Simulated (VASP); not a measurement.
# Pt (Fm-3m) in VASP: notebook

The runs below take Pt through relaxation of cell and atoms, single point, with PBE+D3(BJ), PBE, B3LYP.

Program: VASP 6.6.1. These are calculated values, not measurements. Logs are shortened: lines on timing, memory, paths and dates and some standing lists are left out, and cuts for length are marked.

## 1. The structure

Symmetry: Fm-3m, No. 225, cubic system. Conventional cell: a = 3.922 Å, b = 3.922 Å, c = 3.922 Å, α = 90.00°, β = 90.00°, γ = 90.00°. Pt (site symmetry m-3m) is surrounded by 12 Pt at 2.77 Å.

## 2. Relaxation of cell and atoms, PBE+D3(BJ)

Contents of INCAR:

```
SYSTEM = Pt
PREC = Accurate
ENCUT = 600
EDIFF = 1E-6
ISMEAR = -1
SIGMA = 0.05
LREAL = .FALSE.
LASPH = .TRUE.
NELM = 60
ALGO = Normal
ISIF = 3
LWAVE = .FALSE.
LCHARG = .FALSE.
GGA = PE
IVDW = 12
IBRION = 2
NSW = 60
EDIFFG = -0.005
```

Contents of KPOINTS:

```
Automatic mesh
0
G
  10 10 10
  0 0 0
```

Contents of POSCAR:

```
Pt
1.0
    0.0000000000      1.9609000000      1.9609000000
    1.9609000000      0.0000000000      1.9609000000
    1.9609000000      1.9609000000      0.0000000000
Pt
1
Direct
    0.0000000000      0.0000000000      0.0000000000
```

Potentials or basis: VASP PAW PBE potentials, release 64 (Pt).

Command:

```console
cat potpaw_PBE.64/Pt/POTCAR > POTCAR
mpirun -np 1 vasp_std > vasp.out
```

OUTCAR:

```text
SYSTEM = Pt
   PREC = Accurate
   ENCUT = 600
   EDIFF = 1E-6
   ISMEAR = -1
   LREAL = .FALSE.
   LASPH = .TRUE.
   NELM = 60
   ISIF = 3
   GGA = PE
   IVDW = 12
   IBRION = 2
   NSW = 60
   EDIFFG = -0.005
 IVDW          = 12

 ion  position               nearest neighbor table
   1  0.000  0.000  0.000-

  LATTYP: Found a face centered cubic cell.
 ALAT       =     3.9218000000

  Lattice vectors:

 A1 = (   0.0000000000,   1.9609000000,   1.9609000000)
 A2 = (   1.9609000000,   0.0000000000,   1.9609000000)
 A3 = (   1.9609000000,   1.9609000000,   0.0000000000)

Analysis of symmetry for initial positions (statically):
=====================================================================
 Subroutine PRICEL returns:
 Original cell was already a primitive cell.

 Routine SETGRP: Setting up the symmetry group for a
 face centered cubic supercell.

 Subroutine GETGRP returns: Found 48 space group operations
 (whereof 48 operations were pure point group operations)
 out of a pool of 48 trial point group operations.

The static configuration has the point symmetry O_h .

Analysis of symmetry for dynamics (positions and initial velocities):
=====================================================================
 Subroutine PRICEL returns:
 Original cell was already a primitive cell.

 Routine SETGRP: Setting up the symmetry group for a
 face centered cubic supercell.

 Subroutine GETGRP returns: Found 48 space group operations
 (whereof 48 operations were pure point group operations)
 out of a pool of 48 trial point group operations.

The dynamic configuration has the point symmetry O_h .

 Subroutine INISYM returns: Found 48 space group operations
 (whereof 48 operations are pure point group operations),
 and found     1 'primitive' translations

----------------------------------------------------------------------------------------

                                     Primitive cell

  volume of cell :      15.0798

  direct lattice vectors                    reciprocal lattice vectors
     0.000000000  1.960900000  1.960900000    -0.254984956  0.254984956  0.254984956
     1.960900000  0.000000000  1.960900000     0.254984956 -0.254984956  0.254984956
     1.960900000  1.960900000  0.000000000     0.254984956  0.254984956 -0.254984956

  length of vectors
     2.773131374  2.773131374  2.773131374     0.441646899  0.441646899  0.441646899

  position of ions in fractional coordinates (direct lattice)
     0.000000000  0.000000000  0.000000000

[... 66 lines left out ...]
   PREC   = accura    normal or accurate (medium, high low for compatibility)
   ISTART =      0    job   : 0-new  1-cont  2-samecut
   ICHARG =      2    charge: 1-file 2-atom 10-const
   ISPIN  =      1    spin polarized calculation?
   LNONCOLLINEAR =      F non collinear calculations
   LSORBIT =      F    spin-orbit coupling
   LASPH  =      T    aspherical Exc in radial PAW
   ENCUT  =  600.0 eV  44.10 Ry    6.64 a.u.   5.54  5.54  5.54*2*pi/ulx,y,z
   NELM   =     60;   NELMIN=  2; NELMDL= -5     # of ELM steps
   EDIFF  = 0.1E-05   stopping-criterion for ELM
   LREAL  =      F    real-space projection
   EDIFFG = -.5E-02   stopping-criterion for IOM
   NSW    =     60    number of steps for IOM
   IBRION =      2    ionic relax: 0-MD 1-quasi-New 2-CG
   NFREE  =      1    steps in history (QN), initial steepest desc. (CG)
   ISIF   =      3    stress and relaxation
   ISYM   =      2    0-nonsym 1-usesym 2-fastsym
   POTIM  = 0.5000    time-step for ionic-motion
   TEBEG  =    0.0;   TEEND  =   0.0 temperature during run
   PSTRESS=    0.0 pullay stress
   NELECT =      10.0000    total number of electrons
   NUPDOWN=      -1.0000    fix difference up-down
   EMIN   =  10.00;   EMAX   =-10.00  energy-range for DOS
   EFERMI =   0.00;   METHOD = LEGACY
   ISMEAR =    -1;   SIGMA  =   0.05  broadening in eV -4-tet -1-fermi 0-gaus
   EFERMI_NEDOS =   21; number of points for ismear=-14 and -15
   IALGO  =     38    algorithm
   IMIX   =      4    mixing-type and parameters
     AMIX     =   0.40;   BMIX     =  1.00
     AMIX_MAG =   1.60;   BMIX_MAG =  1.00
  volume/ion in A,a.u.               =      15.08       101.76
  Fermi-wavevector in a.u.,A,eV,Ry     =   1.427609  2.697791 27.729605  2.038068
  Thomas-Fermi vector in A             =   2.547760
   LORBIT       =      0    0 simple, 1 ext, 2 COOP (PROOUT), +10 PAW based schemes
   GGA     = PE    functional components
   LHFCALC =     F    Hartree Fock is set to
   AEXX    =    0.0000 exact exchange contribution
   IVDW    =    12    specifies the selected vdW correction
   LEPSILON=     F    determine dielectric tensor
   LRPA    =     F    only Hartree local field effects (RPA)
 conjugate gradient relaxation of ions
 non-spin polarized calculation
  energy-cutoff  :      600.00
  volume of cell :       15.08
 maximum number of plane-waves:       531
 NGX is ok and might be reduce to    24
   NGX = 11   NGY = 11   NGZ = 11

--------------------------------------- Ionic step        1  -------------------------------------------

 number of electron      10.0000000 magnetization

 Free energy of the ion-electron system (eV)
  ---------------------------------------------------
  ext. energy  EPLUGINS =         0.00000000
  ---------------------------------------------------
  free energy    TOTEN  =        -6.07343538 eV

  energy without entropy =       -6.06151035  energy(sigma->0) =       -6.06747287

------------------------ aborting loop because EDIFF is reached ----------------------------------------

 Edisp (eV)   -0.77932

 E8    (eV) :    -0.3574
[... 69 lines left out ...]
--------------------------------------- Ionic step        3  -------------------------------------------

 number of electron      10.0000000 magnetization

 Free energy of the ion-electron system (eV)
  ---------------------------------------------------
  ext. energy  EPLUGINS =         0.00000000
  ---------------------------------------------------
  free energy    TOTEN  =        -6.07704455 eV

  energy without entropy =       -6.06498074  energy(sigma->0) =       -6.07101265

 E-fermi :  11.2030     XC(G=0): -13.4659

 val. band max:       11.1910508505   @ k =   0.5000   0.5000   0.0000
 cond. band min:      11.2276768112   @ k =   0.5000   0.0000   0.0000
 fundamental gap:      0.0366259607
 Fermi energy:        11.2030437637

 k-point     1 :       0.0000    0.0000    0.0000
  band No.  band energies     occupation
      1       1.0159      2.00000
      2       7.4260      2.00000
      3       7.4260      2.00000
      4       7.4260      2.00000
      5       9.5651      2.00000
      6       9.5651      2.00000
      7      25.8386      0.00000
      8      30.7795      0.00000
      9      30.7795      0.00000
[... 265 lines left out ...]
 k-point    24 :       0.4000    0.3000    0.0000
  band No.  band energies     occupation
      1       4.6211      2.00000
      2       5.2520      2.00000
      3       8.5919      2.00000
      4       9.8874      2.00000
      5      11.1273      1.63950
      6      11.4189      0.02634
      7      23.1533      0.00000
      8      25.4872      0.00000
      9      25.9464      0.00000

 [... further k-points ...]

------------------------ aborting loop because EDIFF is reached ----------------------------------------

 Edisp (eV)   -0.77594

 E8    (eV) :    -0.3558
[... 24 lines left out ...]
  FREE ENERGIE OF THE ION-ELECTRON SYSTEM (eV)
  ---------------------------------------------------
  free  energy   TOTEN  =        -6.8529862907 eV

  energy  without entropy=       -6.8409224808  energy(sigma->0) =       -6.84695439

 reached required accuracy - stopping structural energy minimisation
```

CONTCAR:

```text
Pt
   1.00000000000000
    -0.0000000000000000    1.9636270630805108    1.9636270630805108
     1.9636270630805108    0.0000000000000000    1.9636270630805108
     1.9636270630805108    1.9636270630805108    0.0000000000000000
  Pt
     1
Direct
     0.0000000000000000    0.0000000000000000    0.0000000000000000

  0.00000000E+00  0.00000000E+00  0.00000000E+00
```

It took 12 s on 1 thread of Intel Xeon Platinum 8488C (Sapphire Rapids), shared host; peak memory 0.15 GiB.

What came out:

* Free energy: -6.8530 eV
* Relaxed volume: 15.14 Å³/atom
* Relaxed cell: a = 2.777 Å, b = 2.777 Å, c = 2.777 Å, α = 60.00°, β = 60.00°, γ = 60.00°
* Space group after relaxing (to 0.05 Å): Fm-3m (No. 225)
* Energy gained by relaxing: 0.2 meV/atom
* Ionic steps: 3
* Pressure after relaxing: 0.0 GPa
* Band gap on the k mesh: none (metal or under the smearing width)
* Dispersion energy per atom: -0.776 eV

Step by step:
```csv
step,energy change (eV),largest force (eV/Å),pressure (GPa),volume (Å³)
1,0.0000,0.0000,1.19,15.08
2,0.0016,0.0000,-3.21,15.33
3,-0.0002,0.0000,0.02,15.14
```

Final structure:
```
CELL_PARAMETERS angstrom
0.00000 1.96363 1.96363
1.96363 0.00000 1.96363
1.96363 1.96363 0.00000
ATOMIC_POSITIONS crystal
Pt 0.00000 0.00000 0.00000
```

Levels at points of the mesh, in eV from the Fermi level:
```csv
k point,band 1,band 2,band 3,band 4,band 5,band 6,band 7,band 8,band 9
"(0.00, 0.00, 0.00)",-10.19,-3.78,-3.78,-3.78,-1.64,-1.64,14.64,19.58,19.58
"(0.50, 0.00, 0.00)",-7.30,-3.84,-3.84,-0.47,0.02,0.02,5.80,14.20,18.94
"(0.50, 0.50, 0.00)",-7.05,-6.59,-0.01,0.48,0.48,1.77,8.82,11.37,11.37
```

Caveat: pairwise dispersion overbinds metals, which lowers pressure and volume.

(Continued in part 2 of 2.)
